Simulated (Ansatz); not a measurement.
## Sr in Ansatz: the effect of functional

Crystal: Sr.

```
Sr
1.0
     0.00000    3.10202    3.10202
     3.10202    0.00000    3.10202
     3.10202    3.10202    0.00000
Sr
1
Cartesian
  0.0000 0.0000 0.0000
```

The cell isn't the ideal one: volume scaled by 1.06.

Alike in all runs:

| Item | Value |
| --- | --- |
| Program | Ansatz 0.2.0 |
| Task | single point |
| Potentials or basis | Ansatz PAW |
| k mesh | 8 × 8 × 8 |
| Occupations | fermi-dirac, width 0.05 eV |
| Spin | no spin polarisation |

Q: One run gave: pressure -2.0 GPa. Which functional did it use?
A. r2SCAN
B. LDA
C. PBEsol

A: B.

```csv
functional,cutoff,pressure (GPa)
LDA,420 eV (not typed: the program's choice for these potentials),-2.0
PBEsol,420 eV (not typed: the program's choice for these potentials),-1.4
r2SCAN,500 eV (not typed: the program's choice for these potentials),-0.6
```

Caveats: the PAW data sets come from PBE, with cores solved anew for the run's functional, which leaves a small shift of forces and pressure.
